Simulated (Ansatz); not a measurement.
A series in volume scale on Cr

Results calculated with Ansatz 0.2.0, not measured. Plane-wave DFT, scalar-relativistic PAW made under PBE with cores redone for the functional, no dispersion; the given relaxed cell is scaled uniformly, energy at zero smearing counts from the unscaled cell, pressure at the given Fermi-Dirac smearing is positive in compression.

The cell before it is scaled or strained (space group Fd-3m, No. 227):
```
CELL_PARAMETERS angstrom
0.00000 2.80580 2.80580
2.80580 0.00000 2.80580
2.80580 2.80580 0.00000
ATOMIC_POSITIONS crystal
Cr 0.12500 0.12500 0.12500
Cr 0.87500 0.87500 0.87500
```

Settings of every row: spin polarised yes; functional RPBE; wave cutoff 420 eV; smearing width 0.05 eV; k mesh 11x11x11.

Atom:
```csv
element,starting moment (Bohr magneton)
Cr,3
Cr,-3
```

Limits: search for a lower magnetic state is off; the cell comes from a prototype or a list of computed structures and needn't be the stable phase.

```csv
row,volume scale,V (Å³/atom),energy change per atom (meV),pressure (GPa),largest site moment (Bohr magneton)
1,0.88,19.438,29.55,4.09,2.65
2,0.92,20.322,11.84,2.38,2.78
3,0.96,21.205,2.58,1.04,2.9
4,1.04,22.972,?,?,?
5,1.08,23.856,9.69,-1.57,3.19
6,1.12,24.739,20,-2.12,3.27
```

Question: what energy change per atom and pressure should row 4 give?

Worked fit of energy change per atom. Take u = (V_r/V)^(2/3) − 1 with V_r = 21.205 Å³ an atom, which is twice the finite (Eulerian) strain; such expansions in the strain, on which the Birch-Murnaghan equation of state is built, carry the rest volume and the bulk modulus. The shown rows have u = 0.05972, 0.02876, 0, -0.07553, -0.09766. Least squares give energy change per atom = 2.597 + 210.96 × u + 4000.1 × u² meV; a straight line predicts inner rows, each left out in turn, worse (root mean square 11 against 0.24 meV). The rows lie off it by 0.09, -0.13, -0.02, 0.21, -0.15 (root mean square 0.14 meV). The withheld row has u = -0.05196, so the fit gives 2.597 + 210.96 × (-0.05196) + 4000.1 × (-0.05196)² = 2.44 meV.

The calculation gave 2.73 meV. The fit lies 0.29 meV (11 % of the value, 1.1 % of the column's range) below it; its largest miss of a shown row is 0.21 meV.

Worked fit of pressure. Take u = (V_r/V)^(2/3) − 1 with V_r = 21.205 Å³ an atom, which is twice the finite (Eulerian) strain; such expansions in the strain, on which the Birch-Murnaghan equation of state is built, carry the rest volume and the bulk modulus. The shown rows have u = 0.05972, 0.02876, 0, -0.07553, -0.09766. Least squares give pressure = 1.039 + 43.81 × u + 118.9 × u² GPa; a straight line predicts inner rows, each left out in turn, worse (root mean square 0.31 against 0.026 GPa). The rows lie off it by 0.01, -0.02, 0.00, 0.02, -0.01. The pressure vanishes at u = -0.0255, or V = 22.04 Å³ an atom, and there the bulk modulus at fixed shape and fractions is B = −V dP/dV = (2/3)(1 + u) dP/du = 24.5 GPa. The withheld row has u = -0.05196, so the fit gives 1.039 + 43.81 × (-0.05196) + 118.9 × (-0.05196)² = -0.92 GPa.

The calculation gave -0.89 GPa. The fit lies 0.03 GPa (3.4 % of the value, 0.48 % of the column's range) below it; its largest miss of a shown row is 0.02 GPa.

The other values of row 4: largest site moment 3.1 Bohr magneton.
